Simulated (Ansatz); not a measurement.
# RbBr: band gap under strain

How does strain move the band edges of RbBr (rocksalt), and do the functionals agree on it? States: +2.0 % equal strain in all directions; +5.1 % strain along x alone; +2.4 % biaxial strain in x and y, z held.

The runs shown are made with Ansatz 0.2.0. PAW datasets, plane waves. Computed at 0 K without zero-point motion; spin polarisation is off.

## 1. The structure to begin with

The unstrained cell was relaxed with r2SCAN; in each strained cell the atoms were relaxed again with r2SCAN. Names of k-points are those of the unstrained zone, where strain can split equivalent points. First state: +2.0 % equal strain in all directions.

It is cubic, Fm-3m (No. 225); a = 7.059 Å in the conventional setting, 43.96 Å³ an atom. Near Rb stand 6 Br at 3.53 Å; near Br stand 6 Rb at 3.53 Å.

As a file:

```cif
data_structure
_symmetry_space_group_name_H-M 'P 1'
_symmetry_Int_Tables_number 1
_cell_length_a 4.9913
_cell_length_b 4.9913
_cell_length_c 4.9913
_cell_angle_alpha 60.000
_cell_angle_beta 60.000
_cell_angle_gamma 60.000
_cell_volume 87.93
loop_
_atom_site_label
_atom_site_type_symbol
_atom_site_fract_x
_atom_site_fract_y
_atom_site_fract_z
_atom_site_occupancy
Rb1 Rb 0.00000 0.00000 0.00000 1
Br1 Br 0.50000 0.50000 0.50000 1
```

## 2. +2.0 % equal strain in all directions: PBE

input.yaml

```yaml
crystal:
  lattice:
    - [0.0, 3.5293504642, 3.5293504642]
    - [3.5293504642, 0.0, 3.5293504642]
    - [3.5293504642, 3.5293504642, 0.0]
  atoms:
    - { symbol: Rb, position: [0.0, 0.0, 0.0] }
    - { symbol: Br, position: [0.5, 0.5, 0.5] }
kpoints:
  mp_grid: { grid: [6, 6, 6] }
  band_path:
    path:
      - [0.0, 0.0, 0.0]
      - [0.5, 0.0, 0.5]
      - [0.625, 0.25, 0.625]
      - [0.375, 0.375, 0.75]
      - [0.5, 0.5, 0.5]
      - [0.5, 0.25, 0.75]
    npoints: 1
hamiltonian:
  xc: pbe
scf:
  occupations: { method: fermi_dirac, width: 0.02 }
  n_extra_bands: 4
output:
  forces: true
  stress: true
  eigenvalues: true
```

After this run come: +2.0 % equal strain in all directions: r2SCAN; +2.0 % equal strain in all directions: HSE06; +5.1 % strain along x alone: PBE; +5.1 % strain along x alone: r2SCAN; +5.1 % strain along x alone: HSE06; +2.4 % biaxial strain in x and y, z held: PBE; +2.4 % biaxial strain in x and y, z held: r2SCAN; +2.4 % biaxial strain in x and y, z held: HSE06.

Before running it: what results should come out?

The runs gave:

Least gap in eV (negative: overlap):

| state | PBE | r2SCAN | HSE06 |
| --- | --- | --- | --- |
| +2.0 % equal strain in all directions | 4.15 | 4.75 | 5.29 |
| +5.1 % strain along x alone | 4.16 | 4.75 | 5.30 |
| +2.4 % biaxial strain in x and y, z held | 4.16 | 4.76 | 5.30 |

Where both were run, the HSE06 gap lies +1.14 eV from PBE's, each on its own k points.
